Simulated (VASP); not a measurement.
ZnS (distorted zincblende): one r²SCAN single-point calculation in two programs

```xyz
2
Lattice="0.0052 2.6291 2.6757 2.6396 0.0166 2.6643 2.6303 2.6085 0.0258" Properties=species:S:1:pos:R:3 pbc="T T T"
Zn    2.6108    2.5582    0.1046
S     1.2284    1.3737    1.3156
```

The two codes use different PAW datasets and cutoffs. VASP's cell holds 18 valence electrons and Ansatz's 18. Ansatz's stress includes a Pulay correction; VASP's doesn't.

Cutoffs: 520 eV in VASP, 500 eV in Ansatz. k meshes: 8×8×8 and 8×8×8.

```
                                              VASP     Ansatz
gap between bands v and c on the k mesh    2.96 eV    2.95 eV
         least direct gap on the k mesh    2.96 eV    2.95 eV
                               pressure    7.4 GPa    7.3 GPa
                          largest force  0.98 eV/Å  0.97 eV/Å
```

Forces (eV/Å), VASP:

| atom | Fx | Fy | Fz |
| --- | --- | --- | --- |
| Zn | -0.056 | 0.733 | -0.651 |
| S | 0.056 | -0.733 | 0.651 |

Ansatz:

```csv
atom,Fx,Fy,Fz
Zn,-0.064,0.722,-0.651
S,0.064,-0.722,0.651
```
